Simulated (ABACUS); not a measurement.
Crystal: Mo.

```
Mo
1.0
    -1.58381    1.58381    1.58381
     1.58381   -1.58381    1.58381
     1.58381    1.58381   -1.58381
Mo
1
Direct
  0.00000 0.00000 0.00000
```

Base run:

```yaml
Program: ABACUS 3.10.1
Functional: TM
Potentials_or_basis: SG15 ONCV 1.2 PBE
Cutoff: 1279 eV
Density_cutoff: 5116 eV
Basis: plane waves
k_mesh: 8 × 8 × 8
Occupations: fermi-dirac, width 0.05 eV
Spin: no spin polarisation
```

Its results: band gap on the k mesh none (metal or under the smearing width); pressure -5.6 GPa.

**Question.** The run is repeated on the same cell with these changes: functional from TM to r2SCAN. What comes out?

**Answer.** Band gap on the k mesh none (metal or under the smearing width); pressure -3.8 GPa.

Caveats: the potentials were made for another functional, which shifts forces and pressure.

Not every run made on this cell is shown here.
